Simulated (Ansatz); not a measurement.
**ZnSe, one cell by several methods**

```
CELL_PARAMETERS angstrom
0.00000 2.80546 2.83380
2.80546 0.00000 2.83380
2.80546 2.80546 0.00000
ATOMIC_POSITIONS crystal
Zn 0.00000 0.00000 0.00000
Se 0.75000 0.75000 0.75000
```

Atom numbers follow the list: Zn1, Se2.

The cell is COD entry 9008857, as deposited and not checked against the literature; nothing was relaxed. The listed cell was then made from it by scaling, straining or moving an atom.

Methods: DFT, PBE, PAW with Ansatz's default frozen-core files, scalar-relativistic (Ansatz 0.2.0); DFT, PBE, all-electron PAW with datasets made for the crystal, scalar-relativistic (Ansatz 0.2.0); DFT, PBE, all-electron LAPW, scalar-relativistic (Ansatz 0.2.0).

For PAW: a Γ-centred 8×8×8 k mesh, Fermi–Dirac smearing of 0.03 eV, cutoff 420 eV, no spin polarisation. The crystal-made all-electron datasets (AE datasets) take a cutoff of 220 eV at this cell. LAPW targets a basis error of 1 meV/atom. The Ansatz runs share mesh, smearing and spin set-up. Plane-wave (PAW) pressures include the program's estimate of the Pulay term.

Stress and pressure are positive in compression.

The change that made this cell: equal xx and yy strain of -1 %.

| quantity | PAW | AE datasets | LAPW |
| --- | --- | --- | --- |
| pressure (GPa) | 3.49 | 3.51 | 3.51 |
| stress xx (GPa) | 3.60 | 3.62 | 3.62 |
| stress zz (GPa) | 3.26 | 3.28 | 3.28 |
| band gap (eV) | 1.356 | 1.359 | 1.358 |
| field gradient Vzz at Zn1 (10²¹ V/m²) | -0.18 | -0.17 | – |
| field gradient Vzz at Se2 (10²¹ V/m²) | 0.43 | 0.44 | – |

PAW's pressure differs from the LAPW value by -0.02 GPa.
